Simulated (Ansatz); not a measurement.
Write the native input for Ansatz 0.2.0 that does the following.

```
Task                : band structure
Functional          : PBEsol
Potentials or basis : all-electron PAW datasets made for the crystal
Cutoff              : 240 eV (chosen from the basis error)
k mesh              : 10 × 10 × 10
Occupations         : fermi-dirac, width 0.05 eV
Spin                : no spin polarisation
```

The system is In.

```
In
1.0
    -1.88253    1.88253    1.88253
     1.88253   -1.88253    1.88253
     1.88253    1.88253   -1.88253
In
1
Direct
  0.00000 0.00000 0.00000
```

This isn't the form of In at room conditions, which is tetragonal.

One way to write it, as run:

input.yaml

```yaml
crystal:
  lattice:
    - [-1.88252524, 1.88252524, 1.88252524]
    - [1.88252524, -1.88252524, 1.88252524]
    - [1.88252524, 1.88252524, -1.88252524]
  atoms:
    - { symbol: In, position: [0.0, 0.0, 0.0] }
kpoints:
  mp_grid: { grid: [10, 10, 10] }
  band_path:
    path:
      - [0.0, 0.0, 0.0]
      - [0.5, -0.5, 0.5]
      - [0.0, 0.0, 0.5]
      - [0.0, 0.0, 0.0]
      - [0.25, 0.25, 0.25]
      - [0.5, -0.5, 0.5]
    npoints: 12
scf:
  occupations: { method: fermi_dirac, width: 0.05 }
hamiltonian:
  xc: pbesol
  pseudopotentials: { kind: all_electron, datasets: crystal }
output:
  forces: true
  stress: true
  eigenvalues: true
  elf: true
  volumetric_format: npy
```

Potentials or basis: all-electron PAW datasets made for the crystal.

The run is started by

```console
$ ansatz run input.yaml --threads 1 --pin off --max-ram 3072MiB --backend cpu --events-out ev --progress --plain --runs-dir out
```

It gave:

The pressure is -1.3 GPa and the band gap along the path is none (metal or under the smearing width).

Caveat: spin-orbit coupling is left out, which moves the levels of the heavy elements.

Run time: 4.5 s on 1 thread of Arm Neoverse V2 (shared host), peak memory 0.29 GiB.
